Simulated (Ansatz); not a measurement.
**Notes on BaTiO3**

```
Ba Ti O
1.0
     4.06741    0.00000    0.00000
     0.01136    4.06740    0.00000
     0.02272    0.02265    8.13477
Ba Ti O
2 2 6
Cartesian
  0.0000 0.0000 0.0000
  0.0114 0.0113 4.0674
  1.9960 1.9904 1.9849
  2.0073 2.0017 6.0523
  2.0869 2.0811 0.0793
  2.0983 2.0924 4.1467
  0.0909 2.0867 2.0809
  0.1023 2.0980 6.1483
  2.0869 0.0851 2.0809
  2.0983 0.0964 6.1483
```

Level: PBE, no spin polarisation; 420 eV; 6×6×3 Γ-centred mesh; gaussian occupations (width 0.0142 eV); Ansatz 0.2.0, fixed geometry.

**Question.** Which element gives electrons and which takes them?

**Answer.** Bader charges in e: Ba +1.55, Ti +2.19, O -1.25. In the mean Ti gives up most and O takes most.

**Question.** What is the character of the valence top and the conduction bottom?

**Answer.** Within 0.7 eV of the edges, the states project mainly on O p (95 %) below the gap and on Ti d (85 %) above it.

**Question.** What does the stress say?

**Answer.** The pressure is -2.8 GPa (compression positive), so with the atoms held at these fractions the cell would first shrink.

**Question.** Describe some of the short contacts.

**Answer.** Ti–O at 1.91 Å: least valence density 0.80 e/Å³ and ELF 0.23 there. Ba–O at 2.81 Å: least valence density 0.18 e/Å³ and ELF 0.09 there, a closed-shell (ionic or weak) contact. These are pseudo-fields; inside the PAW spheres they differ from the all-electron ones.

**Question.** What is the band gap?

**Answer.** The gap is 2.27 eV, indirect (the least direct gap found is 2.45 eV).

Origin: a database entry at a rescaled volume.
